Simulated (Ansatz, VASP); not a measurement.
# S in VASP and in Ansatz

File INCAR:

```
  PREC = Accurate
  ENCUT = 520
  EDIFF = 1E-7
  ISMEAR = 0
  SIGMA = 0.1
  LREAL = False
  LASPH = True
  NELM = 100
  ALGO = Normal
  ISIF = 2
  LWAVE = False
  LCHARG = False
  GGA = PS
  NBANDS = 27
```

Contents of KPOINTS:

```
regular mesh
0
Gamma
  6 6 6
```

POSCAR

```
S
1.0
    5.3830001089      3.1078765619      1.4083300000
   -5.3830001089      3.1078765619      1.4083300000
    0.0000000000     -6.2157531238      1.4083300000
S
6
Direct
    0.5845000000      0.3510000000      0.2465000000
    0.2465000000      0.5845000000      0.3510000000
    0.3510000000      0.2465000000      0.5845000000
    0.4155000000      0.6490000000      0.7535000000
    0.7535000000      0.4155000000      0.6490000000
    0.6490000000      0.7535000000      0.4155000000
```

Input for Ansatz:

```yaml
crystal:
  lattice:
    - [5.3830001089, 3.1078765619, 1.40833]
    - [-5.3830001089, 3.1078765619, 1.40833]
    - [0.0, -6.2157531238, 1.40833]
  atoms:
    - { symbol: S, position: [0.5845, 0.351, 0.2465] }
    - { symbol: S, position: [0.2465, 0.5845, 0.351] }
    - { symbol: S, position: [0.351, 0.2465, 0.5845] }
    - { symbol: S, position: [0.4155, 0.649, 0.7535] }
    - { symbol: S, position: [0.7535, 0.4155, 0.649] }
    - { symbol: S, position: [0.649, 0.7535, 0.4155] }
basis:
  ecutwfc: 420
kpoints:
  mp_grid: { grid: [6, 6, 6] }
hamiltonian:
  xc: pbesol
scf:
  occupations: { method: gaussian, width: 0.1 }
output:
  forces: true
  stress: true
  eigenvalues: true
```

This isn't the form of S at room conditions, which is orthorhombic, of S8 rings.

Alike in both runs: task single point; functional PBEsol; k mesh 6 × 6 × 6; occupations gaussian, width 0.1 eV; no spin polarisation.

|  | VASP | Ansatz |
| --- | --- | --- |
| version | VASP 6.6.1 | Ansatz 0.2.0 |
| potentials or method | VASP PAW PBE potentials, release 64 (S) | scalar-relativistic, plane waves, PAW |
| plane-wave cutoff (eV) | 520 | 420 |
| valence electrons in the cell | 36 | 36 |

|  | VASP | Ansatz | Ansatz less VASP |
| --- | --- | --- | --- |
| gap on the k mesh at the Fermi level (eV) | 1.93 | 1.88 | -0.049 |
| least direct gap on the mesh (eV) | 2.02 | 1.97 | -0.048 |
| pressure (GPa) | -0.3 | 0.1 | +0.40 |
| largest component of the traceless stress (GPa) | 0.28 | 0.10 | -0.172 |
| rms of the force components (eV/Å) | 0.033 | 0.068 | +0.0351 |

Atom by atom the forces differ by 0.058 eV/Å (rms over components). The functional is the same, so the differences come from potentials, cutoffs and numerics.

Caveats: the PAW data sets were made with another functional, which shifts forces and pressure a little (VASP). A k mesh can miss the band edges.
